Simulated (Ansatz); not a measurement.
# Si2W (fluorite type): the cost of one run

Program: Ansatz 0.2.0. Level of theory: DFT PBE, with the methods named in each step. These are calculated values, not measurements.

## Step 1: The starting structure

The structure is cubic, space group Fm-3m (No. 225). The conventional cell has a = 5.866 Å, b = 5.866 Å, c = 5.866 Å, α = 90.00°, β = 90.00°, γ = 90.00°. W (site symmetry m-3m) has 8 Si at 2.54 Å as nearest neighbours. Around Si (site symmetry -43m) lie 4 W at 2.54 Å.

Coordinates:

```
W Si
1.0
     0.00000    2.93291    2.93291
     2.93291    0.00000    2.93291
     2.93291    2.93291    0.00000
W Si
1 2
Cartesian
  0.0000 0.0000 0.0000
  1.4665 1.4665 1.4665
  4.3994 4.3994 4.3994
```

Whether this phase is the stable one at these pressures isn't tested.

Atoms are numbered in the order of the input: W1, Si2, Si3.

## Step 2: Cell relaxed at zero pressure, PAW

The input, input.yaml:

```yaml
crystal:
  lattice:
    - [0.0, 2.9329133009, 2.9329133009]
    - [2.9329133009, 0.0, 2.9329133009]
    - [2.9329133009, 2.9329133009, 0.0]
  atoms:
    - { symbol: W, position: [0.0, 0.0, 0.0] }
    - { symbol: Si, position: [0.25, 0.25, 0.25] }
    - { symbol: Si, position: [0.75, 0.75, 0.75] }
kpoints:
  mp_grid: { grid: [9, 9, 9] }
scf:
  occupations: { method: fermi_dirac, width: 0.08 }
hamiltonian:
  xc: pbe
  pseudopotentials: { kind: paw }
output:
  forces: true
  stress: true
relax:
  f_tol: 0.005
  max_steps: 40
  cell: {}
```

On the command line:

```
ansatz run input.yaml --threads 1 --pin off --max-ram 3072MiB --backend cpu --events-out ev --progress --plain --runs-dir out
```

Q: Estimate wall time and peak memory on 1 thread of Arm Neoverse V1, shared host.

About 5.6 s, with a peak of 0.33 GiB.
